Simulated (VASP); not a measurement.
## AgCl: single point with PBEsol

**The experiment to reproduce.**

From a printed reference work, data compilation, for a bulk crystal of AgCl: band gap 3.249 eV (indirect).

Crystal: AgCl.

```
Ag Cl
1.0
     0.00000    2.77315    2.77315
     2.77315    0.00000    2.77315
     2.77315    2.77315    0.00000
Ag Cl
1 1
Cartesian
  2.7731 2.7731 2.7731
  0.0000 0.0000 0.0000
```

```json
{
 "Program": "VASP 6.6.1",
 "Task": "single point",
 "Functional": "PBEsol",
 "Potentials or basis": "VASP PAW PBE potentials, release 64 (Ag, Cl)",
 "Cutoff": "520 eV",
 "k mesh": "6 × 6 × 6",
 "Occupations": "gaussian, width 0.1 eV",
 "Spin": "no spin polarisation"
}
```

```json
{"Pressure": "-2.7 GPa", "Band gap on the k mesh": "0.73 eV, indirect (least direct gap 3.06 eV)"}
```

Levels at points of the mesh, in eV from the valence-band top:
| k point | band 5 | band 6 | band 7 | band 8 | band 9 | band 10 | band 11 | band 12 | band 13 | band 14 |
| --- | --- | --- | --- | --- | --- | --- | --- | --- | --- | --- |
| (0.00, 0.00, 0.00) | -2.44 | -2.44 | -2.33 | -2.33 | -2.33 | 0.73 | 10.74 | 10.74 | 10.74 | 12.08 |
| (0.50, 0.00, 0.00) | -2.10 | -2.10 | -1.78 | 0.00 | 0.00 | 4.03 | 6.44 | 7.53 | 7.53 | 13.33 |
| (0.50, 0.50, 0.00) | -2.81 | -2.24 | -1.98 | -1.98 | -1.90 | 2.24 | 7.85 | 8.46 | 11.35 | 11.35 |

It took 15 s on 1 thread of AMD EPYC 7R13 Processor (Zen 3), on a shared host, peak memory 0.13 GiB.

Against the measured gap of AgCl, 3.249 eV (indirect; a printed reference work, data compilation), the calculated 0.73 eV is off by -2.52 eV. So large a miss can be the level of theory's own, or it may mean another phase, state or a wrong row. Spin-orbit coupling on Ag is left out. The value is that of PBEsol on a finite k mesh, which can miss the band edges, without temperature or zero-point motion. Semilocal functionals fall short of measured gaps as a rule.

Caveat: the PAW data sets were made with another functional, which shifts forces and pressure a little.
